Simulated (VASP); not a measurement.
Write the native input for VASP 6.6.1 that does the following.

| Property | Result |
| --- | --- |
| Task | single point |
| Functional | PBE |
| Potentials or basis | VASP PAW PBE potentials, release 64 (Li_sv, H) |
| Cutoff | 520 eV |
| k mesh | 10 × 10 × 10 |
| Occupations | fermi-dirac, width 0.02 eV |
| Spin | no spin polarisation |
| Dipole correction | no |
| Further INCAR settings | ALGO = Fast; EDIFF = 1e-07; NBANDS = 9 |

The structure of LiH lies in POSCAR:

```
LiH
1.0
    0.0000000000      2.1451220099      2.2161255484
    2.1451220099      0.0000000000      2.2161255484
    2.1451220099      2.1451220099      0.0000000000
Li H
1 1
Direct
    0.0000000000      0.0000000000      0.0000000000
    0.2500000000      0.2500000000      0.2500000000
```

The cell was built by a generator and needn't be a form met in nature.

The cell isn't the ideal one: uniaxial_z strain +3.3%.

These files were run (other wordings do the same):

INCAR

```
PREC = Accurate ; ENCUT = 520
EDIFF = 1E-7 ; ISMEAR = -1
SIGMA = 0.02 ; LREAL = F
LASPH = T ; NELM = 100
ALGO = Fast ; ISIF = 2
LWAVE = F ; LCHARG = F
GGA = PE ; NBANDS = 9
```

KPOINTS

```
Automatic mesh
0
Gamma
  10 10 10
```

Potentials or basis: VASP PAW PBE potentials, release 64 (Li_sv, H).

Command:

```sh
$ cat potpaw_PBE.64/Li_sv/POTCAR potpaw_PBE.64/H/POTCAR > POTCAR
$ mpirun -np 1 vasp_std > vasp.out
```

It gave:

| Property | Result |
| --- | --- |
| Band gap on the k mesh | 4.13 eV, indirect (least direct gap 5.19 eV) |

It took 17 s on 1 thread of Intel(R) Xeon(R) Platinum 8488C (Sapphire Rapids) (shared host), peak memory 0.14 GiB.
